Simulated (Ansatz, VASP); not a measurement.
Ni: VASP beside Ansatz

```
Ni
1.0
     2.44802    0.00000    0.00000
    -1.22401    2.12005    0.00000
     0.00000    0.00000    4.07281
Ni
2
Direct
  0.33333 0.66667 0.25000
  0.66667 0.33333 0.75000
```

This isn't the form of Ni at room conditions, which is fcc.

Alike in both runs: task single point; functional PBEsol; k mesh 9 × 9 × 4; occupations gaussian, width 0.1 eV; collinear spin.

|  | VASP | Ansatz |
| --- | --- | --- |
| version | VASP 6.6.1 | Ansatz 0.2.0 |
| potentials or method | VASP PAW PBE potentials, release 64 (Ni) | scalar-relativistic, plane waves, PAW |
| plane-wave cutoff (eV) | 520 | 420 |
| valence electrons in the cell | 20 | 36 |

|  | VASP | Ansatz | Ansatz less VASP |
| --- | --- | --- | --- |
| gap on the k mesh at the Fermi level (eV) | none | none | - |
| pressure (GPa) | -3.4 | -3.5 | -0.05 |
| largest component of the traceless stress (GPa) | 0.83 | 0.87 | +0.037 |
| net moment per atom (μB) | 0.61 | 0.62 | +0.009 |
| size of the moment on the site where the two differ most (μB) | 0.61 | 0.65 | +0.036 |

Site moments also hang on the region over which each program counts them. A gap of «none» marks a metal or a gap that the smearing closes. With one functional, cell and mesh, what is left measures potentials, basis and numerics. The two sets of potentials don't hold the same shells in valence.

Caveats: the k mesh is coarse (spacing up to 0.39 Å⁻¹), so the values aren't converged; the PAW data sets were made with another functional, which shifts forces and pressure a little (VASP).
